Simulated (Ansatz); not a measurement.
# Trial structures of SiGe2: starts and ends

Computed with DFT PBE, scalar-relativistic, plane waves, PAW (Ansatz). All cells share a 420 eV cutoff and Γ-centred k meshes spaced at most about 0.3 Å⁻¹ (about 0.25 or finer for metals, 2π included). No spin polarisation in the final relaxations.

Each guess was relaxed in cell and atoms at zero pressure, within the symmetry of its start. Temperature and zero-point effects are left out. Coordination counts Ge atoms around Si (those within 1.25 times the shortest such distance or 1.15 times the sum of covalent radii, 1.27 where that leaves under three; a plus sign parts nearer from farther groups; the shortest distance is added where it exceeds 1.18 times the sum of covalent radii). For orderings, «n of Z unlike» gives the unlike atoms among the Z nearest shared sites at the start, averaged over those sites.

```csv
guess,made from,start group,V start (Å³/atom),end group,V end (Å³/atom),coordination at the end,gap on mesh (eV),E over the lowest end (meV/atom)
1,"Si/Ge on hcp sites, 5.3 of 12 unlike",Cmcm,17.9,Cmmm,17.9,Si 4 from 2.7 Å,0,286
2,Si/Ge ordered on a cell of Si,Imma,17.9,Imma,18.0,Si 4+2,0,273
3,"Si/Ge on fcc sites, 5.3 of 12 unlike",I4/mmm,17.9,?,?,?,?,?
4,"Si/Ge on hcp sites, 6.0 of 12 unlike",P-62m,17.9,P-62m,17.9,Si 9 from 2.9 Å,0,436
5,"Si/Ge on diamond sites, 2.7 of 4 unlike",P-3m1,17.9,P-3m1,22.6,Si 4,0.47,0
```

Guess 3 as it starts:

```cif
data_structure
_symmetry_space_group_name_H-M 'I4/mmm'
_symmetry_Int_Tables_number 139
_cell_length_a 2.9374
_cell_length_b 2.9374
_cell_length_c 12.4624
_cell_angle_alpha 90.000
_cell_angle_beta 90.000
_cell_angle_gamma 90.000
_cell_volume 107.53
loop_
_atom_site_label
_atom_site_type_symbol
_atom_site_symmetry_multiplicity
_atom_site_Wyckoff_symbol
_atom_site_fract_x
_atom_site_fract_y
_atom_site_fract_z
_atom_site_occupancy
Si1 Si 2 b 0.50000 0.50000 0.00000 1
Ge1 Ge 4 e 0.50000 0.50000 0.33333 1
```

Problem. Predict the end of this guess and its energy over the lowest end.

Solution. It ends in Si and Ge ordered on fcc sites, space group I4/mmm (No. 139), with a = 2.859 Å, c = 13.314 Å, 18.1 Å³/atom and no gap. It lies 0.43 eV/atom over the lowest end, above guess 1 and below guess 4. Counting Ge atoms around Si, this end has Si 8 from 2.9 Å and the lowest (guess 5) has Si 4.

```xyz
3
Lattice="-1.4294 1.4294 6.6569 1.4294 -1.4294 6.6569 1.4294 1.4294 -6.6569" Properties=species:S:1:pos:R:3 pbc="T T T"
Si    0.0000    0.0000    6.6569
Ge    0.0000    0.0000   11.2303
Ge    0.0000    0.0000    2.0835
```

The zero of energy is the elements' standard structures at the same level; no fitted shifts are applied.

Problem. Is the lowest end bound against the elements?

Solution. No: its formation energy is +0.018 eV/atom. The formation energy is too near zero to say whether this cell lies below the elements.

The k mesh leaves some 4 meV/atom of noise in the energy of each metallic cell. No dispersion correction is applied, so the spacing and binding between layers, chains or molecules are poorly described (I4/mmm), and this can change margins and order among such cells. Kohn–Sham gaps at this level usually fall short of measured ones. Cells relaxed within their symmetry can be saddle points. A lower structure may well exist outside this small set. Some structure types and database cells were kept out of the candidates from the start, so a known form may be missing.
